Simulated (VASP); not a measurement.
Input of a VASP 6.6.1 run:

INCAR

```
SYSTEM = CoPdO2
PREC = Accurate
ENCUT = 520
EDIFF = 1E-6
ISMEAR = 0
SIGMA = 0.05
LREAL = .False.
LASPH = .True.
NELM = 150
ALGO = Normal
ISIF = 2
LWAVE = .False.
LCHARG = .False.
ISPIN = 2
MAGMOM = 3 -2 0 0
LORBIT = 11
LMAXMIX = 4
LDAU = .True.
LDAUTYPE = 2
LDAUL = 2 2 -1
LDAUU = 8 8 0
LDAUJ = 0 0 0
LDAUPRINT = 1
GGA = PS
NBANDS = 28
```

File KPOINTS:

```
Automatic mesh
0
Gamma
  8 8 8
  0 0 0
```

File POSCAR:

```
CoPdO2
1.0
    1.4224998100      0.8212806500      5.9600012600
   -1.4224998100      0.8212806500      5.9600012600
    0.0000000000     -1.6425613000      5.9600012600
Co Pd O
1 1 2
Direct
    0.5000000000      0.5000000000      0.5000000000
    0.0000000000      0.0000000000      0.0000000000
    0.1121500000      0.1121500000      0.1121500000
    0.8878500000      0.8878500000      0.8878500000
```

Potentials or basis: VASP PAW PBE potentials, release 64 (Co, Pd, O).

Run with:

```bash
$ cat potpaw_PBE.64/Co/POTCAR potpaw_PBE.64/Pd/POTCAR potpaw_PBE.64/O/POTCAR > POTCAR
$ mpirun -np 1 vasp_std > vasp.out
```

Estimate the band gap on the k mesh.

none (metal or under the smearing width).

Estimate the net moment.

3.59 μB per cell.

What does it give for the site moments?

Co +3.42; Pd -0.45; O +0.29 μB.

Stress tensor (GPa, compression positive):
```
 6.52  0.00  0.00
 0.00  6.52  0.00
 0.00  0.00 -5.73
```

Caveat: the PAW data sets were made with another functional, which shifts forces and pressure a little; a cell with one magnetic atom can't hold antiferromagnetic order, which such compounds often take. The state reached can hang on the start; a lower one may exist.
